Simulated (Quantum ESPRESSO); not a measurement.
# GaAs: zone-centre phonons and dielectric response under several settings

```
CELL_PARAMETERS angstrom
0.00000 2.82685 2.82685
2.82685 0.00000 2.82685
2.82685 2.82685 0.00000
ATOMIC_POSITIONS crystal
As 0.75000 0.75000 0.75000
Ga 0.00000 0.00000 0.00000
```

All runs used Quantum ESPRESSO 7.5; potentials SG15 PBE 1.2; k mesh 6 × 6 × 6, shifted; relaxed cell; no spin polarisation; cutoff 1197 eV; occupations smeared at first, fixed for the response.

| level | volume (Å³/atom) | lowest optical mode without the field (cm⁻¹) | highest mode with the field (cm⁻¹) | ε∞ (mean) | ε0 (mean) | Born charge of atom 1 (e) | sum of the Born charges (e) |
| --- | --- | --- | --- | --- | --- | --- | --- |
| PBE | 23.77 | 252 | 270 | 15.50 | 17.7 | -2.25 | -0.03 |
| PBE+D2 | 22.35 | 270 | 288 | 13.70 | 15.6 | -2.12 | -0.02 |
| PBE+D3(BJ) | ? | ? | ? | ? | ? | ? | ? |

**Question.** What stands in the row left open?

**Answer.** Volume 22.93 Å³/atom; lowest optical mode without the field 263 cm⁻¹; highest mode with the field 281 cm⁻¹; ε∞ 14.35; ε0 16.3; Born charge of atom 1 -2.17 e; sum of the Born charges -0.03 e.

For the row left open. Caveat: the mesh is thin for the dielectric tensor, Born charges and intensities, which usually come out too large.
